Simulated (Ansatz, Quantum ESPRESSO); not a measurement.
# blue phosphorene, 1 layer: response to a perpendicular field, part 2 of 5

How does blue phosphorene, 1 layer respond to a gate-like field without added charge?

Quantum ESPRESSO 7.5; plane-wave DFT, PBE, GBRV ultrasoft pseudopotentials; geometry and cross-check by Ansatz 0.2.0 with PAW datasets.

So far. Step 2 (Geometry from Ansatz): Little changed from the start: no atom moved by 0.005 Å and no cell edge by 0.1 %.

### Step 3. Self-consistent run: no field

The zero-field run is the reference. tefield and dipfield are on already, so that all runs share k-points and boundary.

Level of this step: plane-wave DFT, PBE, GBRV ultrasoft pseudopotentials (Quantum ESPRESSO 7.5).

Input file f0.in:

```
&control
  prefix = 'f0'
  outdir = './out'
  pseudo_dir = './pseudo'
  calculation = 'scf'
  tprnfor = .true.
  tefield = .true.
  dipfield = .true.
/
&system
  ibrav = 0
  nat = 2
  ntyp = 1
  ecutwfc = 40
  ecutrho = 200
  occupations = 'smearing'
  smearing = 'fd'
  degauss = 0.004
  edir = 3
  emaxpos = 0.97
  eopreg = 0.04
  eamp = 0.0
/
&electrons
  conv_thr = 1e-09
  mixing_beta = 0.4
  electron_maxstep = 120
  mixing_mode = 'plain'
/
ATOMIC_SPECIES
  P   30.9738  p_pbe_v1.5.uspp.F.UPF
CELL_PARAMETERS angstrom
  3.27955982395267 0.00000000000000 -0.00000000000000
  -1.63977991197633 2.84018212077383 0.00000000000000
  -0.00000000000000 0.00000000000000 18.24000000000000
ATOMIC_POSITIONS crystal
  P   0.666666666667 0.333333333333 0.465956067227
  P   0.333333333333 0.666666666667 0.534043932773
K_POINTS automatic
  12 12 1 0 0 0
```

Run with:

```bash
> OMP_NUM_THREADS=1 mpirun -n 2 pw.x -nk 2 -in f0.in > f0.out
```

The log of the run:

```text
Program PWSCF v.7.5 starts
[citation notice left out]

     Parallel version (MPI & OpenMP), running on       2 processor cores
     Number of MPI processes:                 2
     Threads/MPI process:                     1

     MPI processes distributed on     1 nodes
[...]
Current dimensions of program PWSCF are:
     Max number of different atomic species (ntypx) = 10
     Max number of k-points (npk) =  40000
     Max angular momentum in pseudopotentials (lmaxx) =  4
     Presently no symmetry can be used with electric field

     K-points division:     npool     =       2
     Subspace diagonalization in iterative solution of the eigenvalue problem:
     a serial algorithm will be used

     G-vector sticks info
     --------------------
     sticks:   dense  smooth     PW     G-vecs:    dense   smooth      PW
     Sum         517     421    151                54611    39175    7647

     Using Slab Decomposition

     bravais-lattice index     =            0
     lattice parameter (alat)  =       6.1975  a.u.
     unit-cell volume          =    1146.5241 (a.u.)^3
     number of atoms/cell      =            2
     number of atomic types    =            1
     number of electrons       =        10.00
     number of Kohn-Sham states=            9
     kinetic-energy cutoff     =      40.0000  Ry
     charge density cutoff     =     200.0000  Ry
     scf convergence threshold =      1.0E-09
     mixing beta               =       0.4000
     number of iterations used =            8  plain     mixing
     Exchange-correlation=  SLA  PW   PBX  PBC
                           (   1   4   3   4   0   0   0)

     celldm(1)=   6.197470  celldm(2)=   0.000000  celldm(3)=   0.000000
     celldm(4)=   0.000000  celldm(5)=   0.000000  celldm(6)=   0.000000

     crystal axes: (cart. coord. in units of alat)
               a(1) = (   1.000000   0.000000  -0.000000 )
               a(2) = (  -0.500000   0.866025   0.000000 )
               a(3) = (  -0.000000   0.000000   5.561722 )

     reciprocal axes: (cart. coord. in units 2 pi/alat)
               b(1) = (  1.000000  0.577350  0.000000 )
               b(2) = ( -0.000000  1.154701 -0.000000 )
               b(3) = (  0.000000  0.000000  0.179800 )

     PseudoPot. # 1 for P  read from file:
     ./pseudo/p_pbe_v1.5.uspp.F.UPF
     Pseudo is Ultrasoft + core correction, Zval =  5.0
     Generated by new atomic code, or converted to UPF format
     Using radial grid of  903 points,  6 beta functions with:
                l(1) =   0
                l(2) =   0
                l(3) =   1
                l(4) =   1
                l(5) =   2
                l(6) =   2
     Q(r) pseudized with  8 coefficients,  rinner =    1.300   1.300   1.300
                                                       1.300   1.300

     atomic species   valence    mass     pseudopotential
     P                 5.00    30.97380     P ( 1.00)

     No symmetry found

   Cartesian axes

     site n.     atom                  positions (alat units)
         1        P      tau(   1) = (   0.5000000   0.2886751   2.5915181  )
         2        P      tau(   2) = (  -0.0000000   0.5773503   2.9702039  )

     number of k points=    74  Fermi-Dirac smearing, width (Ry)=  0.0040
                       cart. coord. in units 2pi/alat
        k(    1) = (   0.0000000   0.0000000   0.0000000), wk =   0.0138889
        k(    2) = (   0.0000000   0.0962250   0.0000000), wk =   0.0277778
        k(    3) = (   0.0000000   0.1924501   0.0000000), wk =   0.0277778
        k(    4) = (   0.0000000   0.2886751   0.0000000), wk =   0.0277778
        k(    5) = (   0.0000000   0.3849002   0.0000000), wk =   0.0277778
        k(    6) = (   0.0000000   0.4811252   0.0000000), wk =   0.0277778
        k(    7) = (   0.0000000  -0.5773503   0.0000000), wk =   0.0138889
        k(    8) = (   0.0833333   0.0481125   0.0000000), wk =   0.0277778
        k(    9) = (   0.0833333   0.1443376   0.0000000), wk =   0.0277778
        k(   10) = (   0.0833333   0.2405626   0.0000000), wk =   0.0277778
[...]
k(   74) = (  -0.5000000  -0.8660254   0.0000000), wk =   0.0138889

     Dense  grid:    54611 G-vectors     FFT dimensions: (  27,  27, 160)

     Smooth grid:    39175 G-vectors     FFT dimensions: (  25,  25, 144)

     Estimated max dynamical RAM per process >     139.57 MB

     Estimated total dynamical RAM >     265.81 MB

     Initial potential from superposition of free atoms

     starting charge       9.9997, renormalised to      10.0000

     negative rho (up, down):  7.228E-05 0.000E+00

     Adding external electric field

     Computed dipole along edir(3) :
        Dipole               -0.0000 Ry au,         -0.0000 Debye
        Dipole field         -0.0000 Ry au,

        Potential amp.        0.0000 Ry
        Total length         33.0899 bohr

     Starting wfcs are    8 randomized atomic wfcs +    1 random wfcs

     total cpu time spent up to now is        1.2 secs

     per-process dynamical memory:    52.8 Mb

     Self-consistent Calculation

     iteration #  1     ecut=    40.00 Ry     beta= 0.40
     Davidson diagonalization with overlap
     ethr =  1.00E-02,  avg # of iterations =  4.6

     Threshold (ethr) on eigenvalues was too large:
     Diagonalizing with lowered threshold

     Davidson diagonalization with overlap
     ethr =  3.07E-04,  avg # of iterations =  3.3

     negative rho (up, down):  1.131E-04 0.000E+00

     Adding external electric field

     Computed dipole along edir(3) :
        Dipole               -0.0000 Ry au,         -0.0000 Debye
        Dipole field         -0.0000 Ry au,

        Potential amp.        0.0000 Ry
        Total length         33.0899 bohr

     total cpu time spent up to now is        7.0 secs

     total energy              =     -31.03296814 Ry
     estimated scf accuracy    <       0.03074895 Ry

     iteration #  2     ecut=    40.00 Ry     beta= 0.40
[...]
negative rho (up, down):  1.485E-04 0.000E+00

[...]
Dipole                0.0000 Ry au,          0.0001 Debye
[...]
total energy              =     -31.03170442 Ry
     estimated scf accuracy    <       0.00887677 Ry

     iteration #  3     ecut=    40.00 Ry     beta= 0.40
[...]
negative rho (up, down):  1.578E-04 0.000E+00

[...]
Dipole               -0.0001 Ry au,         -0.0004 Debye
[...]
total energy              =     -31.03220285 Ry
     estimated scf accuracy    <       0.00023175 Ry

     iteration #  4     ecut=    40.00 Ry     beta= 0.40
[...]
negative rho (up, down):  1.632E-04 0.000E+00

[...]
Dipole                0.0001 Ry au,          0.0004 Debye
[...]
total energy              =     -31.03235799 Ry
     estimated scf accuracy    <       0.00001574 Ry

     iteration #  5     ecut=    40.00 Ry     beta= 0.40
[...]
negative rho (up, down):  1.665E-04 0.000E+00

[...]
Dipole               -0.0009 Ry au,         -0.0023 Debye
[...]
total energy              =     -31.03237042 Ry
     estimated scf accuracy    <       0.00000436 Ry

     iteration #  6     ecut=    40.00 Ry     beta= 0.40
[...]
negative rho (up, down):  1.693E-04 0.000E+00

[...]
Dipole                0.0000 Ry au,          0.0001 Debye
[...]
total energy              =     -31.03237211 Ry
     estimated scf accuracy    <       0.00000272 Ry

     iteration #  7     ecut=    40.00 Ry     beta= 0.40
[...]
negative rho (up, down):  1.710E-04 0.000E+00

[...]
Dipole                0.0000 Ry au,          0.0000 Debye
[...]
total energy              =     -31.03237244 Ry
     estimated scf accuracy    <       0.00000014 Ry

     iteration #  8     ecut=    40.00 Ry     beta= 0.40
[...]
negative rho (up, down):  1.720E-04 0.000E+00

[...]
Dipole               -0.0000 Ry au,         -0.0000 Debye
[...]
total energy              =     -31.03237264 Ry
     estimated scf accuracy    <       0.00000001 Ry

     iteration #  9     ecut=    40.00 Ry     beta= 0.40
[...]
negative rho (up, down):  1.726E-04 0.000E+00

[...]
Dipole                0.0000 Ry au,          0.0000 Debye
[...]
total energy              =     -31.03237264 Ry
     estimated scf accuracy    <          1.2E-09 Ry

     iteration # 10     ecut=    40.00 Ry     beta= 0.40
[...]
negative rho (up, down):  1.737E-04 0.000E+00

[...]
Dipole               -0.0000 Ry au,         -0.0000 Debye
[...]
End of self-consistent calculation

          k = 0.0000 0.0000 0.0000 (  4917 PWs)   bands (ev):

   -17.5012  -9.7860  -3.7916  -3.5110  -3.5110   0.3855   0.5168   0.5168
     1.9710

          k = 0.0000 0.0962 0.0000 (  4921 PWs)   bands (ev):

   -17.3893  -9.7118  -4.3942  -3.7588  -3.7264   0.1983   0.8327   1.2447
     2.1150

          k = 0.0000 0.1925 0.0000 (  4873 PWs)   bands (ev):

   -17.0560  -9.5353  -5.9788  -4.2940  -3.5611  -0.4704   1.4694   2.2214
     2.5143

          k = 0.0000 0.2887 0.0000 (  4895 PWs)   bands (ev):

   -16.5096  -9.5499  -7.2662  -4.8463  -3.4311  -1.1362   1.6348   1.9174
     3.0724

          k = 0.0000 0.3849 0.0000 (  4921 PWs)   bands (ev):

   -15.7723 -10.4162  -7.4285  -5.2874  -3.6564  -1.4522   0.7311   2.0233
     3.8631

          k = 0.0000 0.4811 0.0000 (  4896 PWs)   bands (ev):

   -14.9215 -11.6504  -6.9022  -5.5656  -4.3006  -1.4171   0.2505   1.9814
     3.3551

[...]
the Fermi energy is    -2.4062 ev

!    total energy              =     -31.03237264 Ry
     estimated scf accuracy    <          1.0E-10 Ry
     smearing contrib. (-TS)   =      -0.00000000 Ry
     internal energy E=F+TS    =     -31.03237264 Ry

     The total energy is F=E-TS. E is the sum of the following terms:
     one-electron contribution =    -146.37203125 Ry
     hartree contribution      =      74.60809274 Ry
     xc contribution           =     -11.76501760 Ry
     ewald contribution        =      52.49658346 Ry
     electric field correction =       0.00000000 Ry

     convergence has been achieved in  10 iterations

     negative rho (up, down):  1.737E-04 0.000E+00

     Forces acting on atoms (cartesian axes, Ry/au):

     atom    1 type  1   force =    -0.00000001    0.00000003    0.00043553
     atom    2 type  1   force =     0.00000001   -0.00000003   -0.00043553

     Total force =     0.000616     Total SCF correction =     0.000020

[...]
=------------------------------------------------------------------------------=
   JOB DONE.
=------------------------------------------------------------------------------=
```

Run time: 34 s. Hardware: 2 MPI ranks of Arm Neoverse V1, shared host; peak memory 0.34 GiB.

Numbers from this step:

- free energy: -422.2169 eV
- Fermi energy: -2.406 eV
- dipole along the normal: 0 e·Å
- valence top, on the run's zero: -3.392 eV
- conduction bottom, on the run's zero: -1.452 eV
- gap by band count: 1.940 eV

The run needed 10 iterations to bring the estimated error under 1e-09 Ry; the largest force on any atom, held or free, is 0.01 eV/Å.

### Step 4. Electrostatic potential

plot_num = 11 writes the bare and Hartree potential. It leaves out exchange and correlation, which fade slowly, so it flattens close to the surface.

Input file f0.pot.in:

```
&inputpp
  prefix = 'f0'
  outdir = './out'
  filplot = 'f0.pot.dat'
  plot_num = 11
/
```

Run with:

```bash
> OMP_NUM_THREADS=1 mpirun -n 2 pp.x -in f0.pot.in > f0.pot.out
```

Run time: 0.9 s. Hardware: 2 MPI ranks; peak memory 0.11 GiB.

Numbers from this step:

| Item | Value |
| --- | --- |
| slope of the potential above | 4.86e-5 eV/Å |
| upper vacuum line continued to the top atoms, over the valence top | 6.172 eV |
| slope of the potential below | -3.94e-5 eV/Å |
| lower vacuum line continued to the bottom atoms, over the valence top | 6.172 eV |
| vacuum level at the upper face over the valence top of the mesh | 6.172 eV |
| vacuum level at the lower face over the valence top of the mesh | 6.172 eV |

The vacuum is flat to 0.1 meV/Å, so its level is well defined. Inside the slab the curve depends on the local part of the pseudopotentials; only the vacuum level has a meaning of its own.

(Part 2 of 5 ends here.)

[Logs are printed without paths, hosts, clocks, repeated set-up lines and the standing remarks that a program may print on its own settings, such as how far it seeks lower states.]

[Hosts, paths, dates, database ids (printed as entryN), source tags and the programs' standing remarks are cut or masked in the printed files.]

[Maps of the electrostatic potential energy from Ansatz leave out the sawtooth potential of an applied field or a dipole correction, so their vacuum need not be flat; planar profiles and work functions include it.]
